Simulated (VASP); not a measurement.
Level of theory: PBEsol GGA, VASP's PBE PAW potentials (set 64) (plane waves; VASP).

VASP input:

### KPOINTS
```
Automatic
0
gamma
 10 10 6
```

File POSCAR:
```
BeO
1
    1.3475550313    -2.3340341878     0.0000000000
    1.3475550313     2.3340341878     0.0000000000
    0.0000000000    -0.0000000000     4.3750920580
Be O
2 2
Direct
  0.6666670000   0.3333330000   0.5000633700
  0.3333330000   0.6666670000   0.0000633700
  0.6666670000   0.3333330000   0.8779366300
  0.3333330000   0.6666670000   0.3779366300
```

### INCAR
```
ALGO=Normal
EDIFF=1E-7
ENCUT=600
GGA=PS
ISIF=2
ISMEAR=0
LASPH=.TRUE.
LCHARG=.FALSE.
LREAL=.FALSE.
LWAVE=.FALSE.
NELM=100
PREC=Accurate
SIGMA=0.05
SYSTEM=BeO
```

POTCAR, in this order: Be O (PBE.64 set). Program: vasp_std.

What VASP printed:

**OUTCAR**
```
 ion  position               nearest neighbor table
   1  0.667  0.333  0.500-   4 1.65   4 1.65   4 1.65   3 1.65
   2  0.333  0.667  0.000-   3 1.65   3 1.65   3 1.65   4 1.65
   3  0.667  0.333  0.878-   2 1.65   2 1.65   2 1.65   1 1.65
   4  0.333  0.667  0.378-   1 1.65   1 1.65   1 1.65   2 1.65
  LATTYP: Found a hexagonal cell.
 ALAT       =     2.6951104156
 C/A-ratio  =     1.6233442729
 Subroutine PRICEL returns:
 Original cell was already a primitive cell.
 Subroutine GETGRP returns: Found 12 space group operations
The static configuration has the point symmetry C_3v.
 The point group associated with its full space group is C_6v.
The dynamic configuration has the point symmetry C_3v.
 Subroutine INISYM returns: Found 12 space group operations
 Subroutine IBZKPT returns following result:
 Found     56 irreducible k-points:

 Following reciprocal coordinates:
            Coordinates               Weight
  0.000000  0.000000  0.000000      1.000000
  0.100000  0.000000  0.000000      6.000000
  0.200000  0.000000  0.000000      6.000000
  0.300000  0.000000  0.000000      6.000000
  0.400000  0.000000  0.000000      6.000000
  0.500000  0.000000  0.000000      3.000000
  0.100000  0.100000  0.000000      6.000000
  0.200000  0.100000  0.000000     12.000000
  0.300000  0.100000  0.000000     12.000000
  0.400000  0.100000  0.000000     12.000000
  0.200000  0.200000  0.000000      6.000000
  0.300000  0.200000  0.000000     12.000000
  0.400000  0.200000  0.000000      6.000000
  0.300000  0.300000  0.000000      6.000000
  0.000000  0.000000  0.166667      2.000000
  0.100000  0.000000  0.166667     12.000000
  0.200000  0.000000  0.166667     12.000000
  0.300000  0.000000  0.166667     12.000000
  0.400000  0.000000  0.166667     12.000000
  0.500000  0.000000  0.166667      6.000000
...
```

### OSZICAR
```
       N       E                     dE             d eps       ncg     rms          rms(c)
DAV:   1     0.671913587911E+02    0.67191E+02   -0.94786E+03  1344   0.142E+03
DAV:   2    -0.277931390541E+02   -0.94984E+02   -0.88567E+02  1660   0.303E+02
DAV:   3    -0.316314754995E+02   -0.38383E+01   -0.38172E+01  1784   0.653E+01
DAV:   4    -0.316669145933E+02   -0.35439E-01   -0.35417E-01  1648   0.690E+00
DAV:   5    -0.316674214143E+02   -0.50682E-03   -0.50674E-03  1748   0.702E-01    0.852E+00
DAV:   6    -0.297067485375E+02    0.19607E+01   -0.65166E+00  1548   0.231E+01    0.288E+00
DAV:   7    -0.296703736094E+02    0.36375E-01   -0.12671E-01  1584   0.363E+00    0.182E+00
DAV:   8    -0.296578540018E+02    0.12520E-01   -0.32326E-02  1532   0.250E+00    0.254E-01
DAV:   9    -0.296569557892E+02    0.89821E-03   -0.31295E-03  1712   0.577E-01    0.597E-02
DAV:  10    -0.296571211100E+02   -0.16532E-03   -0.25013E-04  1560   0.151E-01    0.266E-02
DAV:  11    -0.296571122369E+02    0.88731E-05   -0.35330E-05  1688   0.583E-02    0.477E-03
DAV:  12    -0.296571119251E+02    0.31187E-06   -0.24748E-06  1616   0.157E-02    0.977E-04
DAV:  13    -0.296571119305E+02   -0.53966E-08   -0.17870E-08  1124   0.151E-03
   1 F= -.29657112E+02 E0= -.29657112E+02  d E =-.822137E-18
```

OUTCAR:
```
------------------------ aborting loop because EDIFF is reached ----------------------------------------
  FORCE on cell =-STRESS in cart. coord.  units (eV):
  Direction    XX          YY          ZZ          XY          YZ          ZX
  --------------------------------------------------------------------------------------
  Total       -0.0151297     -0.0151297     -0.0003979      0.0000000      0.0000000      0.0000000
  in kB       -0.8807858     -0.8807861     -0.0231668      0.0000000      0.0000000      0.0000000
  external PRESSURE =      -0.5949129 kB  Pullay stress =       0.0000000 kB
  volume of cell :       27.52
      direct lattice vectors                 reciprocal lattice vectors
     1.347555031 -2.334034188  0.000000000     0.371042361 -0.214221369  0.000000000
     1.347555031  2.334034188  0.000000000     0.371042361  0.214221369  0.000000000
     0.000000000  0.000000000  4.375092058     0.000000000  0.000000000  0.228566619
 POSITION                                       TOTAL-FORCE (eV/Angst)
 -----------------------------------------------------------------------------------
      1.34756     -0.77801      2.18782        -0.000000      0.000000      0.004039
      1.34756      0.77801      0.00028        -0.000000      0.000000      0.004039
      1.34756     -0.77801      3.84105         0.000000      0.000000     -0.004039
      1.34756      0.77801      1.65351         0.000000     -0.000000     -0.004039
 -----------------------------------------------------------------------------------
    total drift:                                0.000000      0.001572      0.000413
  FREE ENERGIE OF THE ION-ELECTRON SYSTEM (eV)
  ---------------------------------------------------
  free  energy   TOTEN  =       -29.6571119305 eV

  energy  without entropy=      -29.6571119305  energy(sigma->0) =      -29.65711193
```
(Selected blocks of OUTCAR.)

The compound is BeO in the wurtzite structure. It was relaxed first.
